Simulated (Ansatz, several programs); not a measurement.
AgCl in the zincblende structure, relaxed with PBE in Ansatz (plane waves, PAW): the symmetry is F-43m (No. 216, cubic); a = 6.059 Å in the conventional setting, 27.80 Å³ an atom. Ag is surrounded by 4 Cl at 2.62 Å; Cl is surrounded by 4 Ag at 2.62 Å. The cell was then scaled with its shape and fractional coordinates held. The calculation is spin-unpolarised, and the structure need not be a phase that has been made.

```tsv
V (Å³/atom)	E (meV/atom)
26.133	10.68
27.801	0.00
28.635	2.17
29.469	8.25
```

Problem. Pass a cubic E = c₀ + c₁u + c₂u² + c₃u³, with u = V − 28.010 Å³, through these points.

Solution. c₀ = 0.13, c₁ = +1.320, c₂ = 3.254, c₃ = -0.2363 (meV and Å³).

Problem. Where is the minimum, and what bulk modulus follows?

Solution. dE/du = 0 at u = -0.199, so V₀ = 27.81 Å³. B = V₀ d²E/dV² = 27.81 × (2c₂ + 6c₃u) = 27.81 × 6.789 = 189 meV/Å³, and 1 meV/Å³ is 0.16022 GPa: 30 GPa. A third-order Birch-Murnaghan fit to all five points gives 27.81 Å³ and 30 GPa.

Problem. Predict the energy and the pressure at the withheld volume, 26.967 Å³.

Solution. With u = -1.043: E ≈ 2.56 meV and P = −dE/dV ≈ +1.00 GPa. The run gives 2.52 meV and, from its stress, +0.99 GPa.
